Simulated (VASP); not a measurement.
# BAs, ion-clamped dielectric tensor: which settings are enough?

BAs, F-43m (no. 216), 2 atoms in the cell. PBEsol, ion-clamped dielectric tensor and Born charges; PAW potentials As, B (PBE set). VASP 6.6.1.

Wanted: ion-clamped dielectric constant, mean within 1 %; Born charges within 0.02 e.

Geometry: relaxed with this functional.

POSCAR:
```
BAs
1.0
    0.0000000000      2.3888096082      2.3888096082
    2.3888096082      0.0000000000      2.3888096082
    2.3888096082      2.3888096082      0.0000000000
As B
1 1
Direct
    0.7500000000      0.7500000000      0.7500000000
    0.0000000000      0.0000000000      0.0000000000
```

The series start from k mesh: 10x10x10; Plane-wave cutoff (eV): 420; Precision mode: Accurate; Projectors in real space: False. Each series keeps the choices made before it, and each single choice may use up half of a tolerance.

## k mesh

| k mesh | Ion-clamped dielectric constant, mean | Born charges, largest deviation (e) | SCF iterations | Time (s) |
|---|---|---|---|---|
| 4x4x4 | 15.42 | 0.127 | 96 | 21 |
| 6x6x6 | 11.43 | 0.032 | 100 | 25 |
| 8x8x8 | 10.32 | 0.008 | 95 | 34 |
| 10x10x10 | 10 | 0.002 | 98 | 52 |
| 12x12x12 | 9.91 | 0.000 | 101 | 70 |
| 14x14x14 (reference) | 9.883 | 0.000 | 101 | 85 |

Chosen: 12x12x12, the loosest value from which every tighter one stays within half of the tolerance.

## Plane-wave cutoff (eV)

| Plane-wave cutoff (eV) | Ion-clamped dielectric constant, mean | Born charges, largest deviation (e) | SCF iterations | Time (s) |
|---|---|---|---|---|
| 260 | 9.927 | 0.015 | 103 | 53 |
| 320 | 9.913 | 0.001 | 103 | 69 |
| 370 | 9.91 | 0.000 | 101 | 58 |
| 420 | 9.91 | 0.000 | 101 | 70 |
| 510 (reference) | 9.91 | 0.000 | 99 | 121 |

Chosen: 320.

## Precision mode

| Precision mode | Ion-clamped dielectric constant, mean | Born charges, largest deviation (e) | SCF iterations | Time (s) |
|---|---|---|---|---|
| Accurate | 9.913 | 0.000 | 103 | 69 |
| Normal | 9.913 | 0.000 | 102 | 28 |
| Single | 9.912 | 0.000 | 100 | 54 |

Chosen: Normal, the fastest of those that stay within half of the tolerance.

## Projectors in real space

| Projectors in real space | Ion-clamped dielectric constant, mean | Born charges, largest deviation (e) | SCF iterations | Time (s) |
|---|---|---|---|---|
| False | 9.913 | 0.000 | 102 | 28 |
| Auto | 9.912 | 0.000 | 102 | 43 |

Chosen: False; no other choice that stays within half of the tolerance saves 30 % of the time.

## All choices together

| Input | Ion-clamped dielectric constant, mean | Born charges, largest deviation (e) | Time (s) |
|---|---|---|---|
| program defaults, KSPACING-like mesh of 0.5 per A (naive) | 11.4 | 0.029 | 6.7 |
| chosen settings | 9.913 | 0.002 | 28 |
| reference settings throughout | 9.883 | 0.000 | 168 |

The tolerance is met.

## The input

INCAR:
```
ALGO = Normal
EDIFF = 1E-8
ENCUT = 320
GGA = PS
ISMEAR = 0
KPAR = 2
LASPH = T
LCHARG = F
LEPSILON = T
LREAL = F
LWAVE = F
NELM = 120
PREC = Normal
SIGMA = 0.02
```

KPOINTS:
```
Automatic mesh
0
Gamma
  12 12 12
  0 0 0
```

Commands:
```
cat potpaw_PBE.64/As/POTCAR potpaw_PBE.64/B/POTCAR > POTCAR
mpirun -np 2 vasp_std > vasp.out
```

The chosen input took VASP 6.6.1 28 s on 2 cores (Intel Xeon Platinum 8124M @ 3.00GHz (Skylake/Cascade Lake)), a shared host.

## An input that fails: one k point for a small cell

It runs to its end, but against the unchanged starting input it is off by 1562 % in the ion-clamped dielectric constant, mean, 5.167 e in the Born charges.

k mesh: 10 × 10 × 10 becomes 1 × 1 × 1.

Changes against the starting input:
```
- KPAR = 2
+ KPAR = 1
```
